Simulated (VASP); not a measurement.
# SiO2 (Cristobalite) (P4_12_12) in VASP: a series of runs, part 2 of 2

VASP 6.6.1. Earlier steps stand in the parts before.

### Step 3. Relaxation of cell and atoms, r2SCAN

This run uses another cell than the first one, of 14.19 Å³/atom, 0.985 times its volume.

The input, INCAR:

```
SYSTEM = SiO2
PREC = Accurate
ENCUT = 600
EDIFF = 1E-7
ISMEAR = 0
SIGMA = 0.03
LREAL = .FALSE.
LASPH = .TRUE.
NELM = 80
ALGO = Normal
ISIF = 3
LWAVE = .FALSE.
LCHARG = .FALSE.
METAGGA = R2SCAN
LMIXTAU = .TRUE.
IBRION = 2
NSW = 90
EDIFFG = -0.005
KPAR = 4
```

The input, KPOINTS:

```
regular mesh
0
G
  6 6 4
  0 0 0
```

The input, POSCAR:

```
SiO2                                    
1.0
    4.9708680720     -0.0000000000     -0.0000000000
    0.0000000000      4.9708680720     -0.0000000000
   -0.0000000000      0.0000000000      6.8899067017
  Si              O             
     4     8
Direct
     0.3039676875899563    0.3039676875899563    0.0000000000000000
     0.1960323124100437    0.8039676875899564    0.2500000000000000
     0.6960323124100436    0.6960323124100436    0.5000000000000000
     0.8039676875899564    0.1960323124100437    0.7500000000000000
     0.2377155919351107    0.1117643854347629    0.1825679008431941
     0.3882356145652373    0.7377155919351107    0.4325679008431942
     0.7622844080648893    0.8882356145652370    0.6825679008431939
     0.6117643854347630    0.2622844080648892    0.9325679008431939
     0.7377155919351107    0.3882356145652373    0.5674320991568061
     0.8882356145652370    0.7622844080648893    0.3174320991568058
     0.2622844080648892    0.6117643854347630    0.0674320991568059
     0.1117643854347629    0.2377155919351107    0.8174320991568061
```

Potentials or basis: VASP PAW PBE potentials, release 64 (Si, O).

Run with:

```console
$ cat potpaw_PBE.64/Si/POTCAR potpaw_PBE.64/O/POTCAR > POTCAR
$ mpirun -np 4 vasp_std > vasp.out
```

OUTCAR:

```text
SYSTEM = SiO2
   PREC = Accurate
   ENCUT = 600
   EDIFF = 1E-7
   ISMEAR = 0
   LREAL = .FALSE.
   LASPH = .TRUE.
   NELM = 80
   ISIF = 3
   METAGGA = R2SCAN
   IBRION = 2
   NSW = 90
   EDIFFG = -0.005

 ion  position               nearest neighbor table
   1  0.304  0.304  0.000-   8 1.61  11 1.61   5 1.61  12 1.61   2 3.07   4 3.07   2 3.07   4 3.07

   2  0.196  0.804  0.250-   5 1.61  10 1.61   6 1.61  11 1.61   1 3.07   3 3.07   1 3.07   3 3.07

   3  0.696  0.696  0.500-   6 1.61   9 1.61   7 1.61  10 1.61   2 3.07   4 3.07   4 3.07   2 3.07

   4  0.804  0.196  0.750-   7 1.61  12 1.61   9 1.61   8 1.61   1 3.07   3 3.07   3 3.07   1 3.07

   5  0.238  0.112  0.183-   2 1.61   1 1.61
   6  0.388  0.738  0.433-   3 1.61   2 1.61
   7  0.762  0.888  0.683-   4 1.61   3 1.61
   8  0.612  0.262  0.933-   1 1.61   4 1.61
   9  0.738  0.388  0.567-   3 1.61   4 1.61
  10  0.888  0.762  0.317-   2 1.61   3 1.61
  11  0.262  0.612  0.067-   1 1.61   2 1.61
  12  0.112  0.238  0.817-   4 1.61   1 1.61

  LATTYP: Found a simple tetragonal cell.
 ALAT       =     4.9708680720
 C/A-ratio  =     1.3860570431

  Lattice vectors:

 A1 = (   4.9708680720,   0.0000000000,   0.0000000000)
 A2 = (   0.0000000000,   4.9708680720,   0.0000000000)
 A3 = (   0.0000000000,   0.0000000000,   6.8899067017)

Analysis of symmetry for initial positions (statically):
=====================================================================
 Subroutine PRICEL returns:
 Original cell was already a primitive cell.

 Routine SETGRP: Setting up the symmetry group for a
 simple tetragonal supercell.

 Subroutine GETGRP returns: Found  8 space group operations
 (whereof  2 operations were pure point group operations)
 out of a pool of 16 trial point group operations.

The static configuration has the point symmetry C_2 .
 The point group associated with its full space group is D_4 .

Analysis of symmetry for dynamics (positions and initial velocities):
=====================================================================
 Subroutine PRICEL returns:
 Original cell was already a primitive cell.

 Routine SETGRP: Setting up the symmetry group for a
 simple tetragonal supercell.

 Subroutine GETGRP returns: Found  8 space group operations
 (whereof  2 operations were pure point group operations)
 out of a pool of 16 trial point group operations.

The dynamic configuration has the point symmetry C_2 .
 The point group associated with its full space group is D_4 .

 Subroutine INISYM returns: Found  8 space group operations
 (whereof  2 operations are pure point group operations),
 and found     1 'primitive' translations

----------------------------------------------------------------------------------------

                                     Primitive cell

  volume of cell :     170.2464

  direct lattice vectors                    reciprocal lattice vectors
     4.970868072  0.000000000  0.000000000     0.201172106  0.000000000  0.000000000
     0.000000000  4.970868072  0.000000000     0.000000000  0.201172106  0.000000000
     0.000000000  0.000000000  6.889906702     0.000000000  0.000000000  0.145139846

  length of vectors
[... 83 lines left out ...]
 [... further k-points ...]
   k-points           NKPTS =     30   k-points in BZ     NKDIM =     30   number of bands    NBANDS=     39
   number of dos      NEDOS =    301   number of ions     NIONS =     12
   total plane-waves  NPLWV =  89600
   dimension x,y,z NGX =    40 NGY =   40 NGZ =   56
   dimension x,y,z NGXF=    80 NGYF=   80 NGZF=  112
   ions per type =               4   8
   NGX,Y,Z   is equivalent  to a cutoff of  13.38, 13.38, 13.51 a.u.
   NGXF,Y,Z  is equivalent  to a cutoff of  26.76, 26.76, 27.02 a.u.
 SYSTEM =  SiO2
   PREC   = accura    normal or accurate (medium, high low for compatibility)
   ISTART =      0    job   : 0-new  1-cont  2-samecut
   ICHARG =      2    charge: 1-file 2-atom 10-const
   ISPIN  =      1    spin polarized calculation?
   LNONCOLLINEAR =      F non collinear calculations
   LSORBIT =      F    spin-orbit coupling
   LASPH  =      T    aspherical Exc in radial PAW
   ENCUT  =  600.0 eV  44.10 Ry    6.64 a.u.   9.93  9.93 13.76*2*pi/ulx,y,z
   NELM   =     80;   NELMIN=  2; NELMDL= -5     # of ELM steps
   EDIFF  = 0.1E-06   stopping-criterion for ELM
   LREAL  =      F    real-space projection
   EDIFFG = -.5E-02   stopping-criterion for IOM
   NSW    =     90    number of steps for IOM
   IBRION =      2    ionic relax: 0-MD 1-quasi-New 2-CG
   NFREE  =      1    steps in history (QN), initial steepest desc. (CG)
   ISIF   =      3    stress and relaxation
   ISYM   =      2    0-nonsym 1-usesym 2-fastsym
   POTIM  = 0.5000    time-step for ionic-motion
   TEBEG  =    0.0;   TEEND  =   0.0 temperature during run
   PSTRESS=    0.0 pullay stress
   NELECT =      64.0000    total number of electrons
   NUPDOWN=      -1.0000    fix difference up-down
   EMIN   =  10.00;   EMAX   =-10.00  energy-range for DOS
   EFERMI =   0.00;   METHOD = LEGACY
   ISMEAR =     0;   SIGMA  =   0.03  broadening in eV -4-tet -1-fermi 0-gaus
   EFERMI_NEDOS =   21; number of points for ismear=-14 and -15
   IALGO  =     38    algorithm
   IMIX   =      4    mixing-type and parameters
     AMIX     =   0.40;   BMIX     =  1.00
     AMIX_MAG =   1.60;   BMIX_MAG =  1.00
  volume/ion in A,a.u.               =      14.19        95.74
  Fermi-wavevector in a.u.,A,eV,Ry     =   1.181523  2.232755 18.993690  1.395997
  Thomas-Fermi vector in A             =   2.317795
   LORBIT       =      0    0 simple, 1 ext, 2 COOP (PROOUT), +10 PAW based schemes
   METAGGA = R2SCAN    functional components
   LHFCALC =     F    Hartree Fock is set to
   AEXX    =    0.0000 exact exchange contribution
   IVDW    =     0    specifies the selected vdW correction
   LEPSILON=     F    determine dielectric tensor
   LRPA    =     F    only Hartree local field effects (RPA)
 conjugate gradient relaxation of ions
 non-spin polarized calculation
 Gauss-broadening in eV      SIGMA  =   0.03
  energy-cutoff  :      600.00
  volume of cell :      170.25
 maximum number of plane-waves:      5712
 NGX is ok and might be reduce to    40
   NGX = 19   NGY = 19   NGZ = 27

--------------------------------------- Ionic step        1  -------------------------------------------

 number of electron      63.9999993 magnetization

 Free energy of the ion-electron system (eV)
  ---------------------------------------------------
  ext. energy  EPLUGINS =         0.00000000
  ---------------------------------------------------
  free energy    TOTEN  =      -119.19862066 eV

  energy without entropy =     -119.19862066  energy(sigma->0) =     -119.19862066

------------------------ aborting loop because EDIFF is reached ----------------------------------------

  FORCE on cell =-STRESS in cart. coord.  units (eV):
  Direction    XX          YY          ZZ          XY          YZ          ZX
  --------------------------------------------------------------------------------------
  -------------------------------------------------------------------------------------
  Total       -0.0184167     -0.0184167      0.0530734     -0.0000000      0.0000000      0.0000000
  in kB       -0.1733180     -0.1733180      0.4994699     -0.0000000      0.0000000      0.0000000
  external PRESSURE =       0.0509447 kB  Pullay stress =       0.0000000 kB
[... 79 lines left out ...]
--------------------------------------- Ionic step        3  -------------------------------------------

 number of electron      63.9999993 magnetization

 Free energy of the ion-electron system (eV)
  ---------------------------------------------------
  ext. energy  EPLUGINS =         0.00000000
  ---------------------------------------------------
  free energy    TOTEN  =      -119.19862680 eV

  energy without entropy =     -119.19862680  energy(sigma->0) =     -119.19862680

 E-fermi :  -0.1087     XC(G=0):  -8.9337

 val. band max:       -0.2600170764   @ k =   0.0000   0.0000   0.0000
 cond. band min:       6.1031637220   @ k =   0.0000   0.0000   0.0000
 fundamental gap:      6.3631807984
 Fermi energy:        -0.1086780376

 k-point     1 :       0.0000    0.0000    0.0000
  band No.  band energies     occupation
      1     -20.7119      2.00000
      2     -19.8071      2.00000
      3     -19.8071      2.00000
      4     -18.6740      2.00000
      5     -18.6271      2.00000
      6     -18.6208      2.00000
[... 997 lines left out ...]
     38       9.8759      0.00000
     39      10.8961      0.00000

 [... further k-points ...]

------------------------ aborting loop because EDIFF is reached ----------------------------------------

  FORCE on cell =-STRESS in cart. coord.  units (eV):
  Direction    XX          YY          ZZ          XY          YZ          ZX
  --------------------------------------------------------------------------------------
  -------------------------------------------------------------------------------------
  Total       -0.0041349     -0.0041349      0.0167551     -0.0000000      0.0000000      0.0000000
  in kB       -0.0389129     -0.0389129      0.1576784     -0.0000000      0.0000000      0.0000000
  external PRESSURE =       0.0266175 kB  Pullay stress =       0.0000000 kB
[... 27 lines left out ...]
  FREE ENERGIE OF THE ION-ELECTRON SYSTEM (eV)
  ---------------------------------------------------
  free  energy   TOTEN  =      -119.1986267980 eV

  energy  without entropy=     -119.1986267980  energy(sigma->0) =     -119.19862680

 reached required accuracy - stopping structural energy minimisation
```

It took 5.7 min on 4 MPI ranks of Intel Xeon Platinum 8559C (Emerald Rapids), shared host; peak memory 0.41 GiB.

Results:

| Quantity | Value |
| --- | --- |
| Free energy | -119.1986 eV |
| Energy gained by relaxing | 0.0 meV/atom |
| Ionic steps | 3 |
| Pressure after relaxing | 0.0 GPa |
| Largest force after relaxing | 0.004 eV/Å |
| Band gap on the k mesh | 6.36 eV, direct |

Forces on the atoms (eV/Å):
```
Si   0.000  0.000  0.000
Si   0.000  0.000  0.000
Si   0.000  0.000  0.000
Si   0.000  0.000  0.000
O   -0.001  0.001 -0.004
O   -0.001 -0.001 -0.004
O    0.001 -0.001 -0.004
O    0.001  0.001 -0.004
O   -0.001 -0.001  0.004
O   -0.001  0.001  0.004
O    0.001  0.001  0.004
O    0.001 -0.001  0.004
```

Final structure:
```xyz
12
Lattice="4.9708 0.0000 0.0000 0.0000 4.9708 0.0000 0.0000 0.0000 6.8903" Properties=species:S:1:pos:R:3 pbc="T T T"
Si    1.5110    1.5110    0.0000
Si    0.9743    3.9964    1.7226
Si    3.4597    3.4597    3.4451
Si    3.9964    0.9743    5.1677
O     1.1816    0.5555    1.2580
O     1.9299    3.6670    2.9805
O     3.7892    4.4153    4.7031
O     3.0409    1.3038    6.4257
O     3.6670    1.9299    3.9098
O     4.4153    3.7892    2.1872
O     1.3038    3.0409    0.4646
O     0.5555    1.1816    5.6323
```

Caveat: the PAW data sets were made with another functional, which shifts forces and pressure a little. A k mesh can miss the band edges.

### Step 4. Relaxation of cell and atoms, LDA

The input, INCAR:

```
SYSTEM = SiO2
PREC = Accurate ; ENCUT = 600
EDIFF = 1E-6 ; ISMEAR = 0
SIGMA = 0.03 ; LREAL = .False.
LASPH = .True. ; NELM = 80
ALGO = Normal ; ISIF = 3
LWAVE = .False. ; LCHARG = .False.
IBRION = 2 ; NSW = 90
EDIFFG = -0.01 ; KPAR = 4
```

The input, KPOINTS:

```
regular mesh
0
Gamma
  6 6 4
  0 0 0
```

The input, POSCAR:

```
SiO2
1.0
    4.9820000000      0.0000000000      0.0000000000
    0.0000000000      4.9820000000      0.0000000000
    0.0000000000      0.0000000000      6.9630000000
Si O
4 8
Direct
    0.2989700000      0.2989700000      0.0000000000
    0.2010300000      0.7989700000      0.2500000000
    0.7010300000      0.7010300000      0.5000000000
    0.7989700000      0.2010300000      0.7500000000
    0.2398900000      0.1034700000      0.1781300000
    0.3965300000      0.7398900000      0.4281300000
    0.7601100000      0.8965300000      0.6781300000
    0.6034700000      0.2601100000      0.9281300000
    0.7398900000      0.3965300000      0.5718700000
    0.8965300000      0.7601100000      0.3218700000
    0.2601100000      0.6034700000      0.0718700000
    0.1034700000      0.2398900000      0.8218700000
```

Potentials or basis: VASP PAW LDA potentials, release 64 (Si, O).

Run with:

```console
$ cat potpaw_LDA.64/Si/POTCAR potpaw_LDA.64/O/POTCAR > POTCAR
$ mpirun -np 4 vasp_std > vasp.out
```

Run time: 11 min. Hardware: 4 MPI ranks of AMD EPYC 9R45 (Zen 5), shared host; peak memory 0.32 GiB.

The run converged. Its results:

```yaml
Free_energy: -103.7946 eV
Relaxed_volume: 13.80 Å³/atom
Relaxed_cell: a = 4.925 Å, b = 4.925 Å, c = 6.828 Å, α = 90.00°, β = 90.00°, γ = 90.00°
Space_group_after_relaxing_to_0.05_Å: P4_12_12 (No. 92)
Energy_gained_by_relaxing: 1.1 meV/atom
Ionic_steps: 35
Pressure_after_relaxing: 0.0 GPa
Largest_force_after_relaxing: 0.004 eV/Å
Band_gap_on_the_k_mesh: 5.57 eV, direct
```

Forces in eV/Å, atoms in the order of the input:
```
Si   0.003  0.003  0.000
Si  -0.003  0.003  0.000
Si  -0.003 -0.003  0.000
Si   0.003 -0.003  0.000
O    0.000  0.002 -0.003
O   -0.002  0.000 -0.003
O    0.000 -0.002 -0.003
O    0.002  0.000 -0.003
O    0.000 -0.002  0.003
O   -0.002  0.000  0.003
O    0.000  0.002  0.003
O    0.002  0.000  0.003
```

The path:
| step | energy change (eV) | largest force (eV/Å) | pressure (GPa) | volume (Å³) |
| --- | --- | --- | --- | --- |
| 1 | 0.0000 | 0.1823 | 0.32 | 172.82 |
| 2 | 0.0185 | 0.5250 | -0.50 | 173.54 |
| 3 | -0.0021 | 0.0325 | 0.10 | 173.00 |
| 4 | -0.0024 | 0.0240 | -0.21 | 173.22 |
| 5 | -0.0024 | 0.0238 | -0.20 | 173.22 |
| 6 | -0.0027 | 0.0186 | -0.17 | 173.13 |
| 7 | -0.0034 | 0.0226 | -0.08 | 172.88 |
| 8 | -0.0032 | 0.0517 | 0.09 | 172.36 |
| 9 | -0.0036 | 0.0344 | -0.02 | 172.66 |
| 10 | -0.0041 | 0.0323 | -0.04 | 172.49 |
| 11 | -0.0051 | 0.0576 | -0.14 | 171.97 |
| 12 | -0.0056 | 0.1382 | -0.31 | 170.94 |
| 13 | -0.0057 | 0.1109 | -0.25 | 171.28 |
| 14 | -0.0058 | 0.1077 | -0.25 | 171.23 |
| 15 | -0.0061 | 0.0977 | -0.24 | 171.10 |
| 16 | -0.0066 | 0.0784 | -0.23 | 170.85 |
| 17 | -0.0071 | 0.0434 | -0.21 | 170.34 |
| 18 | -0.0066 | 0.1627 | -0.16 | 169.32 |
| 19 | -0.0072 | 0.0733 | -0.19 | 170.07 |
| 20 | -0.0074 | 0.0706 | -0.14 | 169.94 |
| 21 | -0.0079 | 0.0616 | 0.02 | 169.55 |
| 22 | -0.0084 | 0.0438 | 0.32 | 168.77 |
| 23 | -0.0090 | 0.0421 | 0.27 | 168.63 |
| 24 | -0.0105 | 0.0448 | 0.09 | 168.18 |
| 25 | -0.0116 | 0.0633 | -0.31 | 167.30 |
| 26 | -0.0121 | 0.0331 | -0.24 | 166.91 |
| 27 | -0.0122 | 0.0374 | -0.19 | 166.61 |
| 28 | -0.0126 | 0.0293 | -0.04 | 166.37 |
| 29 | -0.0127 | 0.0330 | 0.13 | 166.10 |
| 30 | -0.0129 | 0.0274 | 0.12 | 166.03 |
| 31 | -0.0134 | 0.0142 | 0.09 | 165.80 |
| 32 | -0.0134 | 0.0395 | 0.04 | 165.35 |
| 33 | -0.0136 | 0.0225 | 0.06 | 165.57 |
| 34 | -0.0135 | 0.0363 | -0.05 | 165.61 |
| 35 | -0.0136 | 0.0038 | 0.02 | 165.58 |

Final structure:
```cif
data_structure
_symmetry_space_group_name_H-M 'P 1'
_symmetry_Int_Tables_number 1
_cell_length_a 4.9245
_cell_length_b 4.9245
_cell_length_c 6.8278
_cell_angle_alpha 90.000
_cell_angle_beta 90.000
_cell_angle_gamma 90.000
_cell_volume 165.58
loop_
_atom_site_label
_atom_site_type_symbol
_atom_site_fract_x
_atom_site_fract_y
_atom_site_fract_z
_atom_site_occupancy
Si1 Si 0.30732 0.30732 0.00000 1
Si2 Si 0.19268 0.80732 0.25000 1
Si3 Si 0.69268 0.69268 0.50000 1
Si4 Si 0.80732 0.19268 0.75000 1
O1 O 0.23619 0.11867 0.18576 1
O2 O 0.38133 0.73619 0.43576 1
O3 O 0.76381 0.88133 0.68576 1
O4 O 0.61867 0.26381 0.93576 1
O5 O 0.73619 0.38133 0.56424 1
O6 O 0.88133 0.76381 0.31424 1
O7 O 0.26381 0.61867 0.06424 1
O8 O 0.11867 0.23619 0.81424 1
```

Levels at points of the mesh, in eV from the valence-band top:
```tsv
k point	band 29	band 30	band 31	band 32	band 33	band 34	band 35	band 36
(0.00, 0.00, 0.00)	-0.69	-0.34	-0.34	0.00	5.57	8.60	8.60	9.22
(0.50, 0.00, 0.00)	-0.67	-0.67	-0.51	-0.51	7.65	7.65	9.01	9.01
(0.50, 0.50, 0.00)	-0.60	-0.60	-0.53	-0.53	8.55	8.55	8.68	8.68
(0.00, 0.00, 0.50)	-0.57	-0.57	-0.39	-0.39	6.87	6.87	9.13	9.13
(0.50, 0.00, 0.50)	-0.93	-0.93	-0.19	-0.19	8.03	8.03	8.84	8.84
(0.50, 0.50, 0.50)	-0.59	-0.59	-0.59	-0.59	9.04	9.04	9.04	9.04
```

A k mesh can miss the band edges. LDA usually gives volumes a few per cent too small.

### Step 5. Relaxation of cell and atoms, LDA

This run uses another cell than the first one, of 13.80 Å³/atom, 0.958 times its volume.

The input, INCAR:

```
SYSTEM = SiO2
PREC = Accurate ; ENCUT = 600
EDIFF = 1E-7 ; ISMEAR = 0
SIGMA = 0.03 ; LREAL = .False.
LASPH = .True. ; NELM = 80
ALGO = Normal ; ISIF = 3
LWAVE = .False. ; LCHARG = .False.
IBRION = 2 ; NSW = 90
EDIFFG = -0.005 ; KPAR = 4
```

KPOINTS is that of step 4.

The input, POSCAR:

```
SiO2                                    
1.0
    4.9245071944     -0.0000000000      0.0000000000
    0.0000000000      4.9245071944      0.0000000000
    0.0000000000     -0.0000000000      6.8278425466
  Si              O             
     4     8
Direct
     0.3073236872760073    0.3073236872760073    0.0000000000000000
     0.1926763127239929    0.8073236872760073    0.2500000000000000
     0.6926763127239927    0.6926763127239927    0.5000000000000000
     0.8073236872760073    0.1926763127239929    0.7500000000000000
     0.2361942933449503    0.1186712314136066    0.1857624070678265
     0.3813287685863934    0.7361942933449501    0.4357624070678265
     0.7638057066550499    0.8813287685863934    0.6857624070678264
     0.6186712314136066    0.2638057066550498    0.9357624070678264
     0.7361942933449501    0.3813287685863934    0.5642375929321736
     0.8813287685863934    0.7638057066550499    0.3142375929321735
     0.2638057066550498    0.6186712314136066    0.0642375929321734
     0.1186712314136066    0.2361942933449503    0.8142375929321736
```

Run with:

```console
$ cat potpaw_LDA.64/Si/POTCAR potpaw_LDA.64/O/POTCAR > POTCAR
$ mpirun -np 4 vasp_std > vasp.out
```

It took 82 s on 4 MPI ranks of AMD EPYC 9R45 (Zen 5), shared host; peak memory 0.31 GiB.

The run converged. Its results:

```yaml
Free_energy: -103.7754 eV
Relaxed_volume: 13.81 Å³/atom
Relaxed_cell: a = 4.926 Å, b = 4.926 Å, c = 6.828 Å, α = 90.00°, β = 90.00°, γ = 90.00°
Space_group_after_relaxing_to_0.05_Å: P4_12_12 (No. 92)
Energy_gained_by_relaxing: 0.0 meV/atom
Ionic_steps: 4
Pressure_after_relaxing: 0.0 GPa
Largest_force_after_relaxing: 0.005 eV/Å
Band_gap_on_the_k_mesh: 5.57 eV, direct
```

Forces in eV/Å, atoms in the order of the input:
```
Si  -0.002 -0.002  0.000
Si   0.002 -0.002  0.000
Si   0.002  0.002  0.000
Si  -0.002  0.002  0.000
O    0.001  0.001 -0.005
O   -0.001  0.001 -0.005
O   -0.001 -0.001 -0.005
O    0.001 -0.001 -0.005
O    0.001 -0.001  0.005
O   -0.001 -0.001  0.005
O   -0.001  0.001  0.005
O    0.001  0.001  0.005
```

Final structure:
```
CELL_PARAMETERS angstrom
4.92556 0.00000 0.00000
0.00000 4.92556 0.00000
0.00000 0.00000 6.82835
ATOMIC_POSITIONS crystal
Si 0.30738 0.30738 0.00000
Si 0.19262 0.80738 0.25000
Si 0.69262 0.69262 0.50000
Si 0.80738 0.19262 0.75000
O 0.23620 0.11866 0.18573
O 0.38134 0.73620 0.43573
O 0.76380 0.88134 0.68573
O 0.61866 0.26380 0.93573
O 0.73620 0.38134 0.56427
O 0.88134 0.76380 0.31427
O 0.26380 0.61866 0.06427
O 0.11866 0.23620 0.81427
```

Levels at points of the mesh, in eV from the valence-band top:
```csv
k point,band 29,band 30,band 31,band 32,band 33,band 34,band 35,band 36
"(0.00, 0.00, 0.00)",-0.69,-0.34,-0.34,0.00,5.57,8.60,8.60,9.22
"(0.50, 0.00, 0.00)",-0.67,-0.67,-0.51,-0.51,7.65,7.65,9.01,9.01
"(0.50, 0.50, 0.00)",-0.60,-0.60,-0.53,-0.53,8.55,8.55,8.68,8.68
"(0.00, 0.00, 0.50)",-0.57,-0.57,-0.39,-0.39,6.87,6.87,9.13,9.13
"(0.50, 0.00, 0.50)",-0.93,-0.93,-0.19,-0.19,8.02,8.02,8.84,8.84
"(0.50, 0.50, 0.50)",-0.59,-0.59,-0.59,-0.59,9.04,9.04,9.04,9.04
```
